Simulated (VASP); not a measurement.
# Hf (P6_3/mmc) in VASP: a series of runs

The runs below take Hf through single point, relaxation of the atoms, with PBE, rev-vdW-DF2+U, BLYP.

Program: VASP 6.6.1. These are calculated values, not measurements. Logs are shortened: lines on timing, memory, paths and dates and some standing lists are left out, and cuts for length are marked.

## 1. The crystal as given

The structure is hexagonal, space group P6_3/mmc (No. 194). The conventional cell has a = 3.197 Å, b = 3.197 Å, c = 5.058 Å, α = 90.00°, β = 90.00°, γ = 120.00°. Around Hf (site symmetry -6m2) lie 12 Hf at 3.13 to 3.20 Å.

## 2. Single point, PBE

Input file INCAR:

```
SYSTEM = Hf
PREC = Accurate ; ENCUT = 550
EDIFF = 1E-6 ; ISMEAR = 0
SIGMA = 0.1 ; LREAL = .False.
LASPH = .True. ; NELM = 60
ALGO = Normal ; ISIF = 2
LWAVE = .False. ; LCHARG = .True.
GGA = PE ; LELF = .True.
LVHAR = .True. ; NBANDS = 19
```

Input file KPOINTS:

```
regular mesh
0
Gamma
  10 10 5
  0 0 0
```

Input file POSCAR:

```
Hf
1.0
    3.1967000000      0.0000000000      0.0000000000
   -1.5983500000      2.7684234083      0.0000000000
    0.0000000000      0.0000000000      5.0578000000
Hf
2
Direct
    0.6666666667      0.3333333333      0.7500000000
    0.3333333333      0.6666666667      0.2500000000
```

Potentials or basis: VASP PAW PBE potentials, release 64 (Hf_sv_GW).

The run is started by

```sh
$ cat potpaw_PBE.64/Hf_sv_GW/POTCAR > POTCAR
$ mpirun -np 1 vasp_std > vasp.out
```

OUTCAR:

```text
SYSTEM = Hf
   PREC = Accurate
   ENCUT = 550
   EDIFF = 1E-6
   ISMEAR = 0
   LREAL = .False.
   LASPH = .True.
   NELM = 60
   ISIF = 2
   GGA = PE

 ion  position               nearest neighbor table
   1  0.667  0.333  0.750-   2 3.13   2 3.13   2 3.13   2 3.13   2 3.13   2 3.13
   2  0.333  0.667  0.250-   1 3.13   1 3.13   1 3.13   1 3.13   1 3.13   1 3.13

  LATTYP: Found a hexagonal cell.
 ALAT       =     3.1967000000
 C/A-ratio  =     1.5821941377

  Lattice vectors:

 A1 = (   3.1967000000,   0.0000000000,   0.0000000000)
 A2 = (  -1.5983500000,   2.7684234083,   0.0000000000)
 A3 = (   0.0000000000,   0.0000000000,   5.0578000000)

Analysis of symmetry for initial positions (statically):
=====================================================================
 Subroutine PRICEL returns:
 Original cell was already a primitive cell.

 Routine SETGRP: Setting up the symmetry group for a
 hexagonal supercell.

 Subroutine GETGRP returns: Found 24 space group operations
 (whereof 12 operations were pure point group operations)
 out of a pool of 24 trial point group operations.

The static configuration has the point symmetry D_3d.
 The point group associated with its full space group is D_6h.

Analysis of symmetry for dynamics (positions and initial velocities):
=====================================================================
 Subroutine PRICEL returns:
 Original cell was already a primitive cell.

 Routine SETGRP: Setting up the symmetry group for a
 hexagonal supercell.

 Subroutine GETGRP returns: Found 24 space group operations
 (whereof 12 operations were pure point group operations)
 out of a pool of 24 trial point group operations.

The dynamic configuration has the point symmetry D_3d.
 The point group associated with its full space group is D_6h.

 Subroutine INISYM returns: Found 24 space group operations
 (whereof 12 operations are pure point group operations),
 and found     1 'primitive' translations

----------------------------------------------------------------------------------------

                                     Primitive cell

  volume of cell :      44.7606

  direct lattice vectors                    reciprocal lattice vectors
     3.196700000  0.000000000  0.000000000     0.312822598  0.180608211  0.000000000
    -1.598350000  2.768423408  0.000000000     0.000000000  0.361216423  0.000000000
     0.000000000  0.000000000  5.057800000     0.000000000  0.000000000  0.197714421

  length of vectors
     3.196700000  3.196700000  5.057800000     0.361216423  0.361216423  0.197714421

  position of ions in fractional coordinates (direct lattice)
     0.666666667  0.333333333  0.750000000
     0.333333333  0.666666667  0.250000000

  ion indices of the primitive-cell ions
   primitive index   ion index
                 1           1
                 2           2

----------------------------------------------------------------------------------------

 KPOINTS: regular mesh

Automatic generation of k-mesh.
 Grid dimensions read from file:
 generate k-points for:   10   10    5

 Generating k-lattice:

  Cartesian coordinates                     Fractional coordinates (reciprocal lattice)
     0.031282260  0.018060821  0.000000000     0.100000000 -0.000000000  0.000000000
     0.000000000  0.036121642  0.000000000     0.000000000  0.100000000  0.000000000
     0.000000000  0.000000000  0.039542884     0.000000000  0.000000000  0.200000000

  Length of vectors
     0.036121642  0.036121642  0.039542884

  Shift w.r.t. Gamma in fractional coordinates (k-lattice)
     0.000000000  0.000000000  0.000000000

 Subroutine IBZKPT returns following result:
 ===========================================

 Found     42 irreducible k-points:

 Following reciprocal coordinates:
            Coordinates               Weight
  0.000000  0.000000  0.000000      1.000000
  0.100000  0.000000  0.000000      6.000000
  0.200000  0.000000  0.000000      6.000000
  0.300000  0.000000  0.000000      6.000000
  0.400000  0.000000  0.000000      6.000000
  0.500000  0.000000  0.000000      3.000000
[... 34 lines left out ...]
  0.400000  0.200000  0.400000     12.000000
  0.300000  0.300000  0.400000     12.000000
   k-points           NKPTS =     42   k-points in BZ     NKDIM =     42   number of bands    NBANDS=     19
   number of dos      NEDOS =    301   number of ions     NIONS =      2
   total plane-waves  NPLWV =  23040
   dimension x,y,z NGX =    24 NGY =   24 NGZ =   40
   dimension x,y,z NGXF=    48 NGYF=   48 NGZF=   80
   ions per type =               2
   NGX,Y,Z   is equivalent  to a cutoff of  12.48, 12.48, 13.15 a.u.
   NGXF,Y,Z  is equivalent  to a cutoff of  24.96, 24.96, 26.30 a.u.
 SYSTEM =  Hf
   PREC   = accura    normal or accurate (medium, high low for compatibility)
   ISTART =      0    job   : 0-new  1-cont  2-samecut
   ICHARG =      2    charge: 1-file 2-atom 10-const
   ISPIN  =      1    spin polarized calculation?
   LNONCOLLINEAR =      F non collinear calculations
   LSORBIT =      F    spin-orbit coupling
   LASPH  =      T    aspherical Exc in radial PAW
   ENCUT  =  550.0 eV  40.42 Ry    6.36 a.u.   6.11  6.11  9.67*2*pi/ulx,y,z
   NELM   =     60;   NELMIN=  2; NELMDL= -5     # of ELM steps
   EDIFF  = 0.1E-05   stopping-criterion for ELM
   LREAL  =      F    real-space projection
   EDIFFG = 0.1E-04   stopping-criterion for IOM
   NSW    =      0    number of steps for IOM
   IBRION =     -1    ionic relax: 0-MD 1-quasi-New 2-CG
   NFREE  =      0    steps in history (QN), initial steepest desc. (CG)
   ISIF   =      2    stress and relaxation
   ISYM   =      2    0-nonsym 1-usesym 2-fastsym
   POTIM  = 0.5000    time-step for ionic-motion
   TEBEG  =    0.0;   TEEND  =   0.0 temperature during run
   PSTRESS=    0.0 pullay stress
   NELECT =      24.0000    total number of electrons
   NUPDOWN=      -1.0000    fix difference up-down
   EMIN   =  10.00;   EMAX   =-10.00  energy-range for DOS
   EFERMI =   0.00;   METHOD = LEGACY
   ISMEAR =     0;   SIGMA  =   0.10  broadening in eV -4-tet -1-fermi 0-gaus
   EFERMI_NEDOS =   21; number of points for ismear=-14 and -15
   IALGO  =     38    algorithm
   IMIX   =      4    mixing-type and parameters
     AMIX     =   0.40;   BMIX     =  1.00
     AMIX_MAG =   1.60;   BMIX_MAG =  1.00
  volume/ion in A,a.u.               =      22.38       151.03
  Fermi-wavevector in a.u.,A,eV,Ry     =   1.329984  2.513306 24.066783  1.768859
  Thomas-Fermi vector in A             =   2.459106
   LORBIT       =      0    0 simple, 1 ext, 2 COOP (PROOUT), +10 PAW based schemes
   GGA     = PE    functional components
   LHFCALC =     F    Hartree Fock is set to
   AEXX    =    0.0000 exact exchange contribution
   IVDW    =     0    specifies the selected vdW correction
   LEPSILON=     F    determine dielectric tensor
   LRPA    =     F    only Hartree local field effects (RPA)
 non-spin polarized calculation
 Gauss-broadening in eV      SIGMA  =   0.10
  energy-cutoff  :      550.00
  volume of cell :       44.76
 maximum number of plane-waves:      1327
   NGX = 13   NGY = 13   NGZ = 19

 number of electron      23.9999999 magnetization

 Free energy of the ion-electron system (eV)
  ---------------------------------------------------
  ext. energy  EPLUGINS =         0.00000000
  ---------------------------------------------------
  free energy    TOTEN  =       -25.53628274 eV

  energy without entropy =      -25.53043846  energy(sigma->0) =      -25.53336060

 E-fermi :   8.7684     XC(G=0): -11.7121

 val. band max:        8.7595541239   @ k =   0.1000   0.1000   0.4000
 cond. band min:       8.7742382749   @ k =   0.1000   0.1000   0.2000
 fundamental gap:      0.0146841511
 Fermi energy:         8.7683593857

 k-point     1 :       0.0000    0.0000    0.0000
  band No.  band energies     occupation
      1     -53.2235      2.00000
      2     -53.1528      2.00000
      3     -22.3082      2.00000
      4     -21.5663      2.00000
      5     -21.5663      2.00000
      6     -21.4434      2.00000
[... 11 lines left out ...]
     18      11.4142      0.00000
     19      14.1124      0.00000

 k-point     2 :       0.1000    0.0000    0.0000
  band No.  band energies     occupation
      1     -53.2185      2.00000
      2     -53.1509      2.00000
      3     -22.2825      2.00000
      4     -21.6206      2.00000
      5     -21.5844      2.00000
      6     -21.4962      2.00000
[... 11 lines left out ...]
     18      11.1405      0.00000
     19      14.3301      0.00000

 k-point     3 :       0.2000    0.0000    0.0000
  band No.  band energies     occupation
      1     -53.2053      2.00000
      2     -53.1464      2.00000
      3     -22.2106      2.00000
      4     -21.7630      2.00000
      5     -21.6404      2.00000
      6     -21.6301      2.00000
[... 11 lines left out ...]
     18      11.8258      0.00000
     19      14.7271      0.00000

 k-point     4 :       0.3000    0.0000    0.0000
  band No.  band energies     occupation
      1     -53.1877      2.00000
      2     -53.1420      2.00000
      3     -22.1070      2.00000
      4     -21.9388      2.00000
      5     -21.8090      2.00000
      6     -21.6836      2.00000
[... 11 lines left out ...]
     18      12.9925      0.00000
     19      15.0314      0.00000

 k-point     5 :       0.4000    0.0000    0.0000
  band No.  band energies     occupation
      1     -53.1715      2.00000
      2     -53.1404      2.00000
      3     -22.0802      2.00000
      4     -21.9988      2.00000
      5     -21.9393      2.00000
      6     -21.7252      2.00000
[... 11 lines left out ...]
     18      14.2823      0.00000
     19      15.1899      0.00000

 k-point     6 :       0.5000    0.0000    0.0000
  band No.  band energies     occupation
      1     -53.1642      2.00000
      2     -53.1409      2.00000
      3     -22.1338      2.00000
      4     -21.9877      2.00000
      5     -21.9428      2.00000
      6     -21.7408      2.00000
[... 11 lines left out ...]
     18      15.2356      0.00000
     19      15.7177      0.00000

 k-point     7 :       0.1000    0.1000    0.0000
  band No.  band energies     occupation
      1     -53.2094      2.00000
      2     -53.1477      2.00000
      3     -22.2337      2.00000
      4     -21.7053      2.00000
      5     -21.6526      2.00000
      6     -21.5646      2.00000
[... 11 lines left out ...]
     18      11.6741      0.00000
     19      14.5430      0.00000

 k-point     8 :       0.2000    0.1000    0.0000
  band No.  band energies     occupation
      1     -53.1940      2.00000
      2     -53.1433      2.00000
      3     -22.1454      2.00000
      4     -21.8508      2.00000
      5     -21.7793      2.00000
      6     -21.6445      2.00000
[... 608 lines left out ...]
 k-point    36 :       0.2000    0.1000    0.4000
  band No.  band energies     occupation
      1     -53.1765      2.00000
      2     -53.1609      2.00000
      3     -22.0595      2.00000
      4     -21.9445      2.00000
      5     -21.6917      2.00000
      6     -21.6396      2.00000
[... 11 lines left out ...]
     18      13.4046      0.00000
     19      13.9313      0.00000

 k-point    37 :       0.3000    0.1000    0.4000
  band No.  band energies     occupation
      1     -53.1643      2.00000
      2     -53.1531      2.00000
      3     -22.1324      2.00000
      4     -22.0680      2.00000
      5     -21.7309      2.00000
      6     -21.6739      2.00000
[... 11 lines left out ...]
     18      13.9999      0.00000
     19      14.6490      0.00000

 k-point    38 :       0.4000    0.1000    0.4000
  band No.  band energies     occupation
      1     -53.1562      2.00000
      2     -53.1489      2.00000
      3     -22.1948      2.00000
      4     -22.1437      2.00000
      5     -21.7525      2.00000
      6     -21.6803      2.00000
[... 11 lines left out ...]
     18      14.7968      0.00000
     19      15.2278      0.00000

 k-point    39 :       0.2000    0.2000    0.4000
  band No.  band energies     occupation
      1     -53.1657      2.00000
      2     -53.1539      2.00000
      3     -22.0999      2.00000
      4     -22.0373      2.00000
      5     -21.7310      2.00000
      6     -21.7171      2.00000
[... 11 lines left out ...]
     18      14.0012      0.00000
     19      14.7010      0.00000

 k-point    40 :       0.3000    0.2000    0.4000
  band No.  band energies     occupation
      1     -53.1562      2.00000
      2     -53.1489      2.00000
      3     -22.1377      2.00000
      4     -22.1007      2.00000
      5     -21.8136      2.00000
      6     -21.7540      2.00000
[... 11 lines left out ...]
     18      14.9892      0.00000
     19      15.5096      0.00000

 [... further k-points ...]

------------------------ aborting loop because EDIFF is reached ----------------------------------------

  FORCE on cell =-STRESS in cart. coord.  units (eV):
  Direction    XX          YY          ZZ          XY          YZ          ZX
  --------------------------------------------------------------------------------------
  -------------------------------------------------------------------------------------
  Total        0.0725081      0.0725081     -0.0537300      0.0000000      0.0000000      0.0000000
  in kB        2.5953815      2.5953815     -1.9232319      0.0000000      0.0000000      0.0000000
  external PRESSURE =       1.0891771 kB  Pullay stress =       0.0000000 kB

 VOLUME and BASIS-vectors are now :
 -----------------------------------------------------------------------------
  energy-cutoff  :      550.00
  volume of cell :       44.76
      direct lattice vectors                 reciprocal lattice vectors
     3.196700000  0.000000000  0.000000000     0.312822598  0.180608211  0.000000000
    -1.598350000  2.768423408  0.000000000     0.000000000  0.361216423  0.000000000
     0.000000000  0.000000000  5.057800000     0.000000000  0.000000000  0.197714421

 POSITION                                       TOTAL-FORCE (eV/Angst)
 -----------------------------------------------------------------------------------
      1.59835      0.92281      3.79335        -0.000000      0.000000     -0.000000
     -0.00000      1.84562      1.26445         0.000000      0.000000      0.000000
 -----------------------------------------------------------------------------------
    total drift:                               -0.000000      0.000000     -0.000000

  FREE ENERGIE OF THE ION-ELECTRON SYSTEM (eV)
  ---------------------------------------------------
  free  energy   TOTEN  =       -25.5362827358 eV

  energy  without entropy=      -25.5304384609  energy(sigma->0) =      -25.53336060
```

It took 50 s on 1 thread of AMD EPYC 7R13 (Zen 3), shared host; peak memory 0.15 GiB.

Results:

```
Free energy            : -25.5363 eV
Pressure               : 0.1 GPa
Band gap on the k mesh : none (metal or under the smearing width)
```

Stress tensor (GPa, compression positive):
```
 0.26  0.00  0.00
 0.00  0.26  0.00
 0.00  0.00 -0.19
```

Spin-orbit coupling is left out, which matters for the levels of Hf.

## 3. Single point, PBE

Input file run.py:

```python
from ase.calculators.vasp import Vasp
from ase.dft.bandgap import bandgap
from ase.io import read

atoms = read('Hf.cif', primitive_cell=True, subtrans_included=False)
calc = Vasp(
    directory='calc',
    xc='pbe',
    pp='PBE',
    setups='gw',
    prec='Accurate',
    encut=550,
    ediff=1e-06,
    ismear=0,
    sigma=0.1,
    lreal=False,
    lasph=True,
    nelm=60,
    algo='Normal',
    isif=2,
    lwave=False,
    lcharg=True,
    lelf=True,
    lvhar=True,
    kpts=[10, 10, 5],
    gamma=True,
)
atoms.calc = calc

print('energy (eV):', atoms.get_potential_energy())
print('free energy (eV):', atoms.get_potential_energy(force_consistent=True))
print('forces (eV/A):')
print(atoms.get_forces())
print('stress (eV/A^3, Voigt):', atoms.get_stress())
print('Fermi level (eV):', calc.get_fermi_level())
gap, top, bottom = bandgap(calc)
print('band gap (eV):', gap, 'from (spin, k, band)', top, 'to', bottom)
```

Input file Hf.cif:

```cif
data_Hf
_cell_length_a 3.19670000
_cell_length_b 3.19670000
_cell_length_c 5.05780000
_cell_angle_alpha 90.00000000
_cell_angle_beta 90.00000000
_cell_angle_gamma 120.00000000
_space_group_name_H-M_alt 'P6_3/mmc'
_space_group_name_Hall '-P 6c 2c'
_space_group_IT_number 194
loop_
_space_group_symop_operation_xyz
'x,y,z'
'-x,-y,-z'
'x-y,x,z+1/2'
'-x+y,-x,-z+1/2'
'-y,x-y,z'
'y,-x+y,-z'
'-x,-y,z+1/2'
'x,y,-z+1/2'
'-x+y,-x,z'
'x-y,x,-z'
'y,-x+y,z+1/2'
'-y,x-y,-z+1/2'
'-y,-x,-z+1/2'
'y,x,z+1/2'
'-x,-x+y,-z'
'x,x-y,z'
'-x+y,y,-z+1/2'
'x-y,-y,z+1/2'
'y,x,-z'
'-y,-x,z'
'x,x-y,-z+1/2'
'-x,-x+y,z+1/2'
'x-y,-y,-z'
'-x+y,y,z'
loop_
_atom_site_label
_atom_site_type_symbol
_atom_site_symmetry_multiplicity
_atom_site_Wyckoff_symbol
_atom_site_fract_x
_atom_site_fract_y
_atom_site_fract_z
_atom_site_occupancy
Hf1 Hf 2 c 0.6666666667 0.3333333333 0.7500000000 1
```

Potentials or basis: VASP PAW PBE potentials, release 64 (Hf_sv_GW).

The run is started by

```sh
$ python run.py
```

Run time: 43 s. Hardware: 1 thread of AMD EPYC 7R13 (Zen 3), shared host; peak memory 0.15 GiB.

It converged, with:

```yaml
Free_energy: -25.5363 eV
Pressure: 0.1 GPa
Band_gap_on_the_k_mesh: none (metal or under the smearing width)
```

Stress tensor (GPa, compression positive):
```
 0.26  0.00  0.00
 0.00  0.26  0.00
 0.00  0.00 -0.19
```

Levels at points of the mesh, in eV from the Fermi level:
```tsv
k point	band 9	band 10	band 11	band 12	band 13	band 14	band 15	band 16
(0.00, 0.00, 0.00)	-7.36	-3.70	0.64	1.19	1.19	1.46	2.01	2.01
(0.50, 0.00, 0.00)	-3.34	-2.74	-2.22	-0.80	0.80	0.88	1.68	5.89
```

The run has no spin-orbit coupling, so splittings on Hf are missing.

(Continued in part 2 of 2.)
